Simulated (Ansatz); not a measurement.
**Au (diamond type): how the settings move a single-point run**

Aim: see which settings change the result for Au (diamond type), by how much, and at what cost.

Computed with Ansatz 0.2.0 (reference: DFT, PBE, all-electron LAPW, scalar-relativistic, unless a step's input says otherwise).

## (1) Starting point

Symmetry: Fd-3m, No. 227, cubic system. Conventional cell: a = 5.673 Å, b = 5.673 Å, c = 5.673 Å, α = 90.00°, β = 90.00°, γ = 90.00°. Au (site symmetry -43m) is surrounded by 4 Au at 2.46 Å.

Coordinates:

```cif
data_structure
_symmetry_space_group_name_H-M 'P 1'
_symmetry_Int_Tables_number 1
_cell_length_a 4.0115
_cell_length_b 4.0115
_cell_length_c 4.0115
_cell_angle_alpha 60.000
_cell_angle_beta 60.000
_cell_angle_gamma 60.000
_cell_volume 45.65
loop_
_atom_site_label
_atom_site_type_symbol
_atom_site_fract_x
_atom_site_fract_y
_atom_site_fract_z
_atom_site_occupancy
Au1 Au 0.87500 0.87500 0.87500 1
Au2 Au 0.12500 0.12500 0.12500 1
```

## (2) Reference

The input, input.yaml:

```yaml
crystal:
  lattice:
    - [0.0, 2.8365441024, 2.8365441024]
    - [2.8365441024, 0.0, 2.8365441024]
    - [2.8365441024, 2.8365441024, 0.0]
  atoms:
    - { symbol: Au, position: [-0.125, -0.125, -0.125] }
    - { symbol: Au, position: [0.125, 0.125, 0.125] }
kpoints:
  mp_grid: { grid: [12, 12, 12] }
scf:
  occupations: { method: fermi_dirac, width: 0.05 }
hamiltonian:
  xc: pbe
  pseudopotentials: { kind: all_electron, lapw: { basis_error: 0.001 } }
output:
  forces: true
  stress: true
  eigenvalues: true
  populations: true
```

On the command line:

```bash
ansatz run input.yaml --threads 1 --pin off --max-ram 2048MiB --backend cpu --events-out ev --progress --plain --runs-dir out
```

## (3) Changed: scf.algorithm direct_min, lower_state_search off

input.yaml: that of step 2 with these lines changed.

```diff
@@ -12,2 +12,4 @@
   occupations: { method: fermi_dirac, width: 0.05 }
+  algorithm: direct_min
+  lower_state_search: "off"
 hamiltonian:
```

Q: Predict the outcome of this session. Wanted: for each run, ending; energy change; pressure; gap; force.

**Answer**, as computed:

| run | ending | energy change | pressure (GPa) | gap (eV) | force (eV/Å) | cycles | time |
| --- | --- | --- | --- | --- | --- | --- | --- |
| reference | converged | 0 | 26.9 | 0.00 | 0.00 | 7 | 44 s |
| 1: scf.algorithm direct_min, lower_state_search off | converged | 0.0 meV/atom | 26.9 | 0.00 | 0.00 | 5 | 75 s |

Residual by cycle in the longest SCF loop of each run; runs are numbered as in the table. The quantity is the density residual dr2, in eV.

| cycle | reference | run 1 |
| --- | --- | --- |
| 1 | 0.461 | 0.461 |
| 2 | 6.7e-4 | 0.0216 |
| 3 | 0.00692 | 4.2e-5 |
| 4 | 9.2e-4 | 2.6e-6 |
| 5 | 4.6e-5 | 1.6e-9 |
| 6 | 7.8e-7 | - |
| 7 | 6.6e-9 | - |

**Reading.** The changed input (solver and search for lower states) leaves the energy the same to the digits printed. Cost: 5 SCF cycles against 7, 75 s against 44 s. The structure is not at rest: the sound run finds 27 GPa, so these are no properties of the relaxed crystal. 
